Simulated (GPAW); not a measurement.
Sr:

```
Sr
1.0
    -2.43500    2.43500    2.43500
     2.43500   -2.43500    2.43500
     2.43500    2.43500   -2.43500
Sr
1
Cartesian
  0.0000 0.0000 0.0000
```

This isn't the form of Sr at room conditions, which is fcc.

```yaml
Program: GPAW 26.7.0
Task: relaxation of cell and atoms
Functional: TASK
Potentials_or_basis: GPAW PAW data sets (gpaw-data 1.2.1)
Cutoff: 600 eV
Basis: pw
k_mesh: 6 × 6 × 6
Occupations: fermi-dirac, width 0.05 eV
Spin: no spin polarisation
```

At the start: pressure 2.7 GPa; volume 57.75 Å³/atom.

Task: How do energy, volume and symmetry change on relaxing?

Result: Over 3 steps the energy falls by 106.3 meV/atom and the volume is 71.88 Å³/atom (+24.5 %); space group Im-3m (No. 229, to 0.05 Å).

Step by step:
```csv
step,energy change (eV),largest force (eV/Å),pressure (GPa),volume (Å³)
1,0.0000,0.0000,2.67,57.75
2,-0.0357,0.0000,2.08,60.18
3,-0.1063,0.0000,0.00,71.88
```

Final structure:
```
Sr
1.0
    -2.61925    2.61925    2.61925
     2.61925   -2.61925    2.61925
     2.61925    2.61925   -2.61925
Sr
1
Cartesian
  0.0000 0.0000 0.0000
```

Caveat: later steps reuse the first step's grids; the volume moved by over 15 % at a fixed basis, so the end points are rough; the PAW data sets were made with another functional, which shifts forces and pressure a little; the volume moved by +24 % from the deposited cell, more than functionals usually miss.
